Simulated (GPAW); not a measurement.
Crystal: W.

```
W
1.0
    -1.58234    1.58234    1.58234
     1.58234   -1.58234    1.58234
     1.58234    1.58234   -1.58234
W
1
Direct
  0.00000 0.00000 0.00000
```

- Program: GPAW 26.7.0
- Task: single point
- Functional: PBEsol
- Potentials or basis: PAW data sets generated in the run's folder for this functional
- Cutoff: 600 eV
- Basis: pw
- k mesh: 12 × 12 × 12
- Occupations: fermi-dirac, width 0.05 eV
- Spin: no spin polarisation

On this cell: pressure -3.3 GPa; band gap on the k mesh none (metal or under the smearing width).

The same run follows on a disturbed copy (cell strained at random at fixed volume):

```xyz
1
Lattice="-1.5448 1.6151 1.6310 1.5711 -1.5452 1.5875 1.5457 1.5461 -1.5612" Properties=species:S:1:pos:R:3 pbc="T T T"
W     0.0307    0.0413   -0.0058
```

What changes?

The energy (extrapolated to zero smearing) moves by +22.3 meV/atom; pressure -3.1 GPa; band gap on the k mesh none (metal or under the smearing width).

Stress tensor (GPa, compression positive):
```
 2.52  0.60 -2.08
 0.60 -3.17 -6.01
-2.08 -6.01 -8.56
```
